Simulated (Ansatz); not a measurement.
**W on a Si site in Si₂W**

All numbers below come from Ansatz, DFT PBE, scalar-relativistic, plane waves, PAW. Settings: 420 eV cutoff, 4×4×4 k-mesh, Gaussian smearing of 0.10 eV, no spin polarisation.

Host crystal, relaxed:

```
Si W
1.0
    -1.61450    1.61450    3.93341
     1.61450   -1.61450    3.93341
     1.61450    1.61450   -3.93341
Si W
2 1
Direct
  0.33457 0.33457 0.00000
  0.66543 0.66543 0.00000
  0.00000 0.00000 0.00000
```

Supercell of 27 atoms, rows in host cell vectors: 1 1 0; 2 -1 0; -1 -1 -3. Atoms relax at the host's cell, keeping the symmetry that the supercell leaves at the site. The cell is small, so energies carry finite-size errors of tenths of an eV. The host is a metal.

Spin-orbit coupling is left out, which matters for the bands and energies of heavy elements.

Defect: W on a Si site at (0.335, 0.335, 0.000) of the host cell, charge 0.

Problem. Give the relaxed supercell.

Solution.
```xyz
27
Lattice="0.0000 0.0000 7.8668 -4.8435 4.8435 3.9334 -4.8435 -4.8435 3.9334" Properties=species:S:1:pos:R:3 pbc="T T T"
W    -3.2290    0.0000    2.6388
Si   -1.6070   -1.6220    6.5636
Si   -0.0123    0.0000    2.6187
Si   -3.2290   -3.2167    2.6187
Si   -4.8510    1.6220    6.5636
Si   -3.2290    3.2167    2.6187
Si   -1.6070    1.6220    6.5636
Si   -4.8510   -1.6220    6.5636
Si   -6.4457    0.0000   10.4855
Si   -4.8393   -1.6103    9.1581
Si   -3.2290   -3.2423    5.2461
Si   -1.6187   -1.6103    9.1581
Si   -4.8302   -4.8435    9.1795
Si   -6.4713    0.0000   13.1129
Si   -4.8393    1.6103    9.1581
Si   -3.2290    0.0000    5.2420
Si   -6.4621   -3.2332   13.0915
Si   -8.0725   -1.6012    9.1795
W    -4.8660   -1.6370    3.9567
W    -8.0725    1.6024   11.7909
W    -6.4355    3.2065    7.8901
W    -9.6748    0.0000    7.8575
W    -6.4701    0.0000    7.8575
W    -4.8660    1.6370    3.9567
W    -3.2290    0.0000    7.8531
W    -6.4355   -3.2065    7.8901
W    -8.0725   -1.6024   11.7909
```
Around the defect: 1 Si at 2.60 Å, 4 Si at 2.65 Å, 1 W at 2.65 Å, 4 W at 2.66 Å. The run ended with a moment of 0.00 μB (no spin polarisation).